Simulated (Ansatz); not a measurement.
This script drives Ansatz's Python interface.

Script `sno2_lattice.py`:
```python
"""Relaxed cell of SnO2 under several functionals."""

import warnings

import ansatz as az
import numpy as np

def edges_and_angles(cell):
    cell = np.asarray(cell)
    a, b, c = np.linalg.norm(cell, axis=1)
    cosines = cell[1] @ cell[2] / (b * c), cell[0] @ cell[2] / (a * c), cell[0] @ cell[1] / (a * b)
    return (a, b, c, *np.degrees(np.arccos(cosines)))


def main() -> None:
    warnings.simplefilter("ignore", az.DeckWarning)

    lattice = az.Lattice.of(
        (-2.000069, 2.000069, 5.123679),
        (2.000069, -2.000069, 5.123679),
        (2.000069, 2.000069, -5.123679),
    )
    sites = [
        ("Sn", (0.75, 0.25, 0.5)),
        ("Sn", (0.0, 0.0, 0.0)),
        ("O", (0.796523, 0.796523, 0.0)),
        ("O", (0.953477, 0.453477, 0.5)),
        ("O", (0.203477, 0.203477, 0.0)),
        ("O", (0.546523, 0.046523, 0.5)),
    ]
    sno2 = az.Crystal(lattice=lattice)
    for symbol, position in sites:
        sno2 = sno2.atom(symbol, position)

    base = (
        sno2.calculation()
        .kpoints(mesh=(8, 8, 8))
        .occupations("Fermi-Dirac", width=0.01)
        .scf(tolerance=1e-09)
        .relax(cell=True, force_tolerance=0.01)  # relax until the tolerances are met
    )

    levels = [("pbesol", "d3bj"), ("lda", "none"), ("blyp", "d3bj")]
    print("level            a       b       c    alpha   beta  gamma  V/atom  steps")
    for name, dispersion in levels:
        seen = []
        run = base.functional(name, dispersion=dispersion).session().plan()
        done = run.execute(on_event=lambda e: seen.append(e) if e["event"] == "relax_step" else None)
        cell = done.lattice.cell_ang
        label = name if dispersion == "none" else f"{name}+{dispersion}"
        print("{:13s} {:7.4f} {:7.4f} {:7.4f} {:6.2f} {:6.2f} {:6.2f}".format(label, *edges_and_angles(cell)), f"{abs(np.linalg.det(cell)) / len(done.lattice.sites):7.3f} {len(seen):5d}")


if __name__ == "__main__":
    main()
```

It is started by `python sno2_lattice.py`. Estimate its wall time and peak memory on 1 thread of Intel(R) Xeon(R) Processor @ 2.30GHz, on a shared host.

It took about 120 s, with a peak of 0.64 GiB, for 3 runs of the engine.

```console
$ python sno2_lattice.py
level            a       b       c    alpha   beta  gamma  V/atom  steps
pbesol+d3bj    5.8240  5.8240  5.8240 139.85 139.85  58.07  13.564     7
lda            5.8137  5.8137  5.8137 140.05 140.05  57.78  13.386     6
blyp+d3bj      5.9083  5.9083  5.9083 140.02 140.02  57.82  14.065     7
```

From smallest to largest: LDA (13.39 Å³ an atom, -2.0 % against the start), PBEsol+D3BJ (13.56 Å³ an atom, -0.7 % against the start) and BLYP+D3BJ (14.06 Å³ an atom, +2.9 % against the start). The spread is 5.1 % in volume.

Reading the output:
- The program warned that this SCF threshold is loose for forces or stresses.
- Edges and angles are those of the cell as typed, here a primitive one, not of the conventional cell.
- This cell is a computed structure, which may not be the phase found in nature.
- The script silences the warnings on its input, which a real study should read.

(A comment or docstring line of the script was reworded after the run, the code is as it ran.)
